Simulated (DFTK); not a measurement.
Wanted: the native input for a DFTK 0.8.2 run.

| Quantity | Value |
| --- | --- |
| Task | band structure |
| Functional | PBEsol |
| Potentials or basis | dojo.nc.sr.pbesol.v0_4_1.standard.upf (PBEsol) |
| Cutoff | 1116 eV |
| k mesh | 6 × 6 × 6 |
| Occupations | fermi-dirac, width 0.05 eV |
| Spin | no spin polarisation |
| Hubbard terms | Ag d U = 3 eV |
| Start of the occupations | half filled (the program's default) |
| Valence electrons | Ag 19 |
| SCF tolerance on the density | 1e-06 |
| Symmetries used | no |

Ag:

```xyz
1
Lattice="0.0000 2.0427 2.0427 2.0427 0.0000 2.0427 2.0427 2.0427 0.0000" Properties=species:S:1:pos:R:3 pbc="T T T"
Ag    0.0000    0.0000    0.0000
```

The input as run:

run.jl

```julia
using DFTK
using PseudoPotentialData
using Unitful, UnitfulAtomic
using LinearAlgebra, Printf
include("save.jl")
disable_threading()

# lattice vectors are the columns
lattice = austrip(1u"Å") * [           0.0        2.04275        2.04275;
                  2.04275            0.0        2.04275;
                  2.04275        2.04275            0.0]
symbols   = [:Ag]
positions = [[0.0, 0.0, 0.0]]
pseudopotentials = PseudoFamily("dojo.nc.sr.pbesol.v0_4_1.standard.upf")
elements = Dict(s => ElementPsp(s, pseudopotentials) for s in unique(symbols))
atoms    = [elements[s] for s in symbols]

build_model(lattice, positions; symmetries=false) =
    model_DFT(lattice, atoms, positions;
              functionals=PBEsol(),
              temperature=austrip(0.05u"eV"),
              smearing=Smearing.FermiDirac(),
              extra_terms=[Hubbard(OrbitalManifold(:Ag, "4D") => 3.0u"eV")],
              symmetries)
Ecut  = 41.0  # hartree
kgrid = [6, 6, 6]
tol   = 1e-6
to_GPa = ustrip(uconvert(u"GPa", 1u"hartree/bohr^3"))

model = build_model(lattice, positions)
basis = PlaneWaveBasis(model; Ecut, kgrid)
display(basis)
scfres = self_consistent_field(basis;
                               tol,
                               nbandsalg=AdaptiveBands(model; n_bands_converge=14),
                               miniter=2)
display(scfres.energies)
@printf "Fermi level: %.6f eV\n" ustrip(auconvert(u"eV", something(scfres.εF, NaN)))
forces = compute_forces_cart(scfres)
println("Forces (eV/Å)")
for (s, f) in zip(symbols, forces)
    @printf "%-3s %12.6f %12.6f %12.6f\n" s ustrip.(auconvert.(u"eV/Å", f))...
end
stress = compute_stresses_cart(scfres)
println("Stress (GPa)")
display(round.(stress * to_GPa; digits=4))
println("Levels at the first k-point (eV): ", round.(ustrip.(auconvert.(u"eV", scfres.eigenvalues[1][1:scfres.n_bands_converge])); digits=4))
save_scf!(scfres; forces, stress)

points = Dict("G" => [0.0, 0.0, 0.0], "K" => [0.375, 0.375, 0.75], "L" => [0.5, 0.5, 0.5], "U" => [0.625, 0.25, 0.625], "W" => [0.5, 0.25, 0.75], "X" => [0.5, 0.0, 0.5])
segments = [("G", "X", 7), ("X", "W", 4), ("W", "K", 3), ("K", "G", 7), ("G", "L", 6), ("L", "U", 4), ("U", "W", 3), ("W", "L", 5), ("L", "K", 4), ("U", "X", 3)]
kcoords = vcat([[points[a] + t * (points[b] - points[a]) for t in range(0, 1, n)] for (a, b, n) in segments]...)
bands = compute_bands(scfres, ExplicitKpoints(kcoords); n_bands=16, tol=1e-5)
for (k, ε) in zip(bands.basis.kpoints, bands.eigenvalues)
    @printf "%d %8.4f %8.4f %8.4f " k.spin k.coordinate...
    println(join([@sprintf("%9.4f", e) for e in ustrip.(auconvert.(u"eV", ε .- scfres.εF))]))
end
results["band_energies"] = rows(bands.eigenvalues); results["band_kpoints"] = rows(kcoords)
```

Potentials or basis: dojo.nc.sr.pbesol.v0_4_1.standard.upf (PBEsol).

Launch:

```sh
$ julia --threads=1 run.jl  # save.jl only writes the numbers to a file and isn't shown; printed stress counts tension as positive; times include loading and compiling
```

It gave:

```yaml
Pressure: -0.2 GPa
Band_gap_on_the_k_mesh: none (metal or under the smearing width)
```

Caveat: the k mesh is coarse (spacing up to 0.44 Å⁻¹), so the values aren't converged; the Hubbard orbitals reach further out than in other programs, which can move energies by up to some tens of meV an atom; U without spin polarisation on a metal has little footing; the U is typed as a test and isn't derived for this compound.

Wall time 7.7 min on 1 thread of Intel(R) Xeon(R) Platinum 8375C CPU @ 2.90GHz (Ice Lake), with other jobs on the host, peak memory 2.4 GiB.
